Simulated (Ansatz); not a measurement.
In: equation of state with r2SCAN

In:

```xyz
1
Lattice="-1.6255 1.6255 2.4737 1.6255 -1.6255 2.4737 1.6255 1.6255 -2.4737" Properties=species:S:1:pos:R:3 pbc="T T T"
In    0.0000    0.0000    0.0000
```

| Property | Result |
| --- | --- |
| Program | Ansatz 0.2.0 |
| Task | equation of state |
| Functional | r2SCAN |
| Potentials or basis | Ansatz PAW |
| Cutoff | 500 eV |
| Density cutoff | 2000 eV |
| k mesh | 11 × 11 × 11 |
| Occupations | fermi-dirac, width 0.05 eV |
| Spin | no spin polarisation |

| Item | Value |
| --- | --- |
| Equilibrium volume | 26.29 Å³/atom |
| Bulk modulus at fixed shape and positions | 42 GPa |
| Pressure derivative of the bulk modulus | 5.4 |

Energy against volume, from the lowest point:
```
volume (Å³/atom)  energy (meV/atom)
          24.575              16.69
          25.098               7.65
          25.621               2.23
          26.144               0.00
          26.666               0.58
          27.189               3.65
          27.712               8.89
```

All runs of the series together: 16 s on 2 threads of Arm Neoverse V2, with other jobs on the host.

Caveat: the cell was scaled at fixed shape and fractional positions, which overstates the stiffness of a crystal with free parameters, most of all of layers and chains; the PAW data sets were made with another functional, which shifts forces and pressure a little.
